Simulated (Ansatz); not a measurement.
**HfO₂ (Fm-3m), random displacements**

Theory: Ansatz 0.2.0, DFT PBE, scalar-relativistic, plane waves, PAW. The runs took a 420 eV cutoff, a Γ-centred 6×6×6 mesh and Gaussian smearing (0.05 eV). Spin–orbit coupling is left out, which matters for the heavy elements here. No spin polarisation. Energies are free energies at this smearing, counted from the undisturbed cell; pressure is positive in compression.

Reference structure (as given, not relaxed at this level; this fluorite-type form isn't the usual structure):

```
Hf O
1.0
     5.11500    0.00000    0.00000
     0.00000   -5.11500    0.00000
     0.00000    0.00000   -5.11500
Hf O
4 8
Direct
  0.00000 0.50000 0.50000
  0.50000 0.00000 0.50000
  0.50000 0.50000 0.00000
  0.00000 0.00000 0.00000
  0.25000 0.25000 0.25000
  0.75000 0.75000 0.25000
  0.75000 0.25000 0.75000
  0.25000 0.75000 0.75000
  0.75000 0.75000 0.75000
  0.25000 0.25000 0.75000
  0.25000 0.75000 0.25000
  0.75000 0.25000 0.25000
```

The atoms are displaced (Å, in the unstrained cell):

```csv
atom,ux,uy,uz
Hf1,-0.077,-0.035,0.079
Hf2,0.121,0.082,0.005
Hf3,-0.134,0.188,0.151
Hf4,-0.014,-0.046,0.082
O5,-0.049,-0.141,-0.312
O6,-0.052,0.065,-0.079
O7,-0.045,-0.052,0.173
O8,0.041,-0.058,-0.169
O9,0.148,-0.027,-0.243
O10,0.014,0.172,0.120
O11,-0.033,-0.161,0.080
O12,0.082,0.013,0.112
```

Strain (Voigt, engineering shear): (0.0312, 0.0139, 0.0110, 0.0406, 0.0021, -0.0039).

What are the energy change, the stress and the forces?

ΔE = 204.4 meV/atom; stress (xx, yy, zz, yz, xz, xy; compression positive) (-13.97, -7.55, -3.60, -1.01, -0.15, 1.11) GPa; gap on the mesh 3.08 eV.
```csv
atom,Fx (eV/Å),Fy,Fz
Hf1,0.52,-0.57,0.46
Hf2,-1.23,0.06,0.66
Hf3,0.10,-1.30,-1.27
Hf4,0.70,0.83,-1.31
O5,1.90,-0.04,4.05
O6,-0.29,-0.32,-1.32
O7,-0.35,-0.15,-0.54
O8,1.36,2.36,2.40
O9,-1.39,0.45,1.95
O10,-0.19,-1.68,-4.06
O11,-0.15,-0.03,-1.53
O12,-0.98,0.40,0.50
```

Cost: 1 run of about 3.3 core-minutes, on Arm Neoverse V1 (shared hosts).